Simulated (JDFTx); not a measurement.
## V: equation of state with RPBE

The system is V.

```
V
1.0
    -1.51435    1.51435    1.51435
     1.51435   -1.51435    1.51435
     1.51435    1.51435   -1.51435
V
1
Direct
  0.00000 0.00000 0.00000
```

| Item | Value |
| --- | --- |
| Program | JDFTx 1.7.0 (patched build) |
| Task | equation of state |
| Functional | RPBE |
| Potentials or basis | PseudoDojo-SR-PBE-0.5-standard |
| Cutoff | 1143 eV |
| Density cutoff | 4572 eV |
| k mesh | 12 × 12 × 12 |
| Occupations | fermi-dirac, width 0.05 eV |
| Spin | collinear spin, ferromagnetic start |
| Starting moments | [2.0] μB |
| Density cutoff over wavefunction cutoff | 4 |
| Max SCF steps | 100 |
| SCF threshold on the energy | 1e-09 Ha |
| Solver of the electrons | scf |

```json
{
 "Equilibrium volume": "13.81 Å³/atom",
 "Bulk modulus": "171 GPa",
 "Pressure derivative of the bulk modulus": "3.6"
}
```

Energy against volume, from the lowest point:
| volume (Å³/atom) | energy (meV/atom) |
| --- | --- |
| 13.058 | 23.81 |
| 13.336 | 9.10 |
| 13.613 | 1.35 |
| 13.891 | 0.00 |
| 14.169 | 4.49 |
| 14.447 | 14.30 |
| 14.725 | 28.91 |

Caveat: the potentials were made for another functional, which shifts forces and pressure.
